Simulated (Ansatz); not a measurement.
A relaxed cell of FeSi is given with its symmetry left out. The cell was found from a structure generator's guess, not taken from experiment.

Method: DFT PBE, scalar-relativistic, plane waves, PAW in Ansatz. Cutoff 420 eV, Γ-centred mesh, Gaussian smearing, collinear spin.

```cif
data_structure
_symmetry_space_group_name_H-M 'P 1'
_symmetry_Int_Tables_number 1
_cell_length_a 4.0555
_cell_length_b 4.0555
_cell_length_c 4.0555
_cell_angle_alpha 60.000
_cell_angle_beta 60.000
_cell_angle_gamma 60.000
_cell_volume 47.17
loop_
_atom_site_label
_atom_site_type_symbol
_atom_site_fract_x
_atom_site_fract_y
_atom_site_fract_z
_atom_site_occupancy
Fe1 Fe 0.75000 0.75000 0.75000 1
Fe2 Fe 0.50000 0.50000 0.50000 1
Si1 Si 0.25000 0.25000 0.25000 1
Si2 Si 0.00000 0.00000 0.00000 1
```

Energies over the elements count from the elements' standard structures at the same level, with no fitted energy shifts.

**Question.** What space group does it have?

**Answer.** Fd-3m (No. 227), the NaTl (B32) type. Conventional cell: a = 5.735 Å. Fe is surrounded by 4 Fe at 2.48 Å, 4 Si at 2.48 Å and 6 Si at 2.87 Å; around Si lie 4 Fe at 2.48 Å, 4 Si at 2.48 Å and 6 Fe at 2.87 Å.

**Question.** What is its formation energy per atom?

**Answer.** +0.06 eV/atom. It can't be a ground state, since the elements alone are lower.

**Question.** Is it a metal?

**Answer.** Yes, bands cross the Fermi level on the 14×14×14 mesh.

**Question.** Which magnetic moments does it keep?

**Answer.** 0.89 μB per atom net, the space between the atoms included; by site: Fe 1.9 (×2) μB.

The last run used collinear spin, a 14×14×14 mesh for its 4-atom cell and Gaussian smearing of 0.10 eV. Another magnetic order may lie lower. A structure relaxed within its symmetry needn't be a true minimum. Another cell of FeSi relaxed alike but without spin, in P2_13 (a cell as deposited in COD), lies 0.57 eV/atom lower, so this cell isn't the stable form at this level.
